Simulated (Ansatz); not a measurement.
## Structure search for BaH4

Computed with DFT PBE, scalar-relativistic, plane waves, PAW (Ansatz). Settings: cutoff 420 eV, Γ-centred meshes spaced at most about 0.3 Å⁻¹, and about 0.25 Å⁻¹ or finer for metals (2π included), Gaussian smearing. No spin polarisation.

The zero of energy is the elements' standard structures at the same level (H₂ as a molecule); no fitted shifts are applied.

Temperature and zero-point effects are left out. Larger cells and other orderings weren't all tried, so the list isn't exhaustive. Kohn–Sham gaps at this level usually fall short of measured ones. With hydrogen, zero-point motion can shift formation energies by some tens of meV/atom.

Invented guesses were relaxed alike, and ends that match in structure were merged. ΔE counts from the first row. Coordination counts H atoms around Ba (those within 1.25 times the shortest such distance or 1.15 times the sum of covalent radii, 1.27 where that leaves under three; a plus sign parts nearer from farther groups). The ends were matched against large subsets of the Crystallography Open Database and the Materials Project, so a missing match doesn't prove that a structure is unreported.

```tsv
#	reached from	type and space group	atoms	Å³/atom	coordination	ΔE (meV/atom)	gap on mesh (eV)	in databases	checks
1	a relaxed cell, shaken at random and relaxed again	R-3m (No. 166)	5	12.9	Ba 14+6	0	2.65	no match	phonons real on a 2×2×2 q mesh, imaginary between its points (to 12i cm⁻¹, which can come from the interpolation)
2	SrAl4 type (I4/mmm)	I4/mmm (No. 139)	5	12.9	Ba 18	3	2.35	no match	-
3	random cell	P6/mmm (No. 191)	5	14.6	Ba 12	291	0.00	no match	-
4	random cell	P-6m2 (No. 187)	5	15.0	Ba 3+6	758	0.00	no match	-
```

The lowest: Space group R-3m (No. 166), trigonal, a = 4.582 Å, c = 10.609 Å. Ba is surrounded by 8 H at 2.75–2.76 Å, 6 H at 2.98 Å and 6 H at 3.41 Å; around H on its first site lie 1 H at 2.17 Å, 3 H at 2.71 Å and 4 Ba at 2.75–2.76 Å; around H on its second site lie 1 H at 0.77 Å, 1 H at 2.17 Å, 3 H at 2.71 Å, 4 H at 2.94–2.98 Å and 3 Ba at 2.98 Å. Its energy over the elements is −0.283 eV/atom. A negative formation energy is needed for stability but isn't enough: competing phases decide. An observed structure of this formula, if there is one, may be missing.

Space group R-3m:H (No. 166). a = 4.582 Å, b = 4.582 Å, c = 10.609 Å, α = 90.00°, β = 90.00°, γ = 120.00°
```json
{"atom": "Ba", "site": "3a", "symmetry": "-3m", "x": "0.0000", "y": "0.0000", "z": "0.0000"}
{"atom": "H", "site": "6c", "symmetry": "3m", "x": "0.3333", "y": "0.6667", "z": "0.4075"}
{"atom": "H", "site": "6c", "symmetry": "3m", "x": "0.3333", "y": "0.6667", "z": "0.1304"}
```

The second: Space group I4/mmm (No. 139), tetragonal, a = 4.363 Å, c = 6.751 Å. Ba is surrounded by 8 H at 2.76 Å and 10 H at 2.99–3.11 Å; H on a site of symmetry -4m2 has 4 H at 2.54 Å, 4 Ba at 2.76 Å and 8 H at 3.01–3.09 Å; H on a site of symmetry 4mm is surrounded by 1 H at 0.77 Å, 4 H at 2.54 Å, 5 Ba at 2.99–3.11 Å and 4 H at 3.01 Å. Counting H atoms around Ba, the first has Ba 14+6 and the second has Ba 18. The first and the second both hold H–H pairs as short as in free H₂ molecules. Cells relaxed within their symmetry can be saddle points. Some candidate types were left out of the draw beforehand, so a known form may be missing.
